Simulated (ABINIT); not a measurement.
La:

```
La
1.0
    -2.12383    2.12383    2.12383
     2.12383   -2.12383    2.12383
     2.12383    2.12383   -2.12383
La
1
Direct
  0.00000 0.00000 0.00000
```

This isn't the form of La at room conditions, which is double hcp.

| Property | Result |
| --- | --- |
| Program | ABINIT 10.8.3 (patched build) |
| Task | relaxation of cell and atoms |
| Functional | LDA |
| Potentials or basis | JTH PAW LDA v2.0 |
| Cutoff | 544 eV |
| k mesh | 7 × 7 × 7 |
| Occupations | fermi-dirac, width 0.05 eV |
| Spin | no spin polarisation |

At the start: pressure -3.5 GPa; volume 38.32 Å³/atom.

**Question.** How do energy, volume and symmetry change on relaxing?

**Answer.** Over 5 steps the energy falls by 53.4 meV/atom and the volume is 33.85 Å³/atom (-11.7 %); space group Im-3m (No. 229, to 0.05 Å).

The path:
| step | energy change (eV) | largest force (eV/Å) | pressure (GPa) | volume (Å³) |
| --- | --- | --- | --- | --- |
| 1 | 0.0000 | 0.0000 | -3.49 | 38.32 |
| 2 | -0.0086 | 0.0000 | -3.25 | 37.91 |
| 3 | -0.0525 | 0.0000 | 0.57 | 33.31 |
| 4 | -0.0534 | 0.0000 | -0.05 | 33.90 |
| 5 | -0.0534 | 0.0000 | 0.00 | 33.85 |

Final structure:
```xyz
1
Lattice="-2.0378 2.0378 2.0378 2.0378 -2.0378 2.0378 2.0378 2.0378 -2.0378" Properties=species:S:1:pos:R:3 pbc="T T T"
La    0.0000    0.0000    0.0000
```
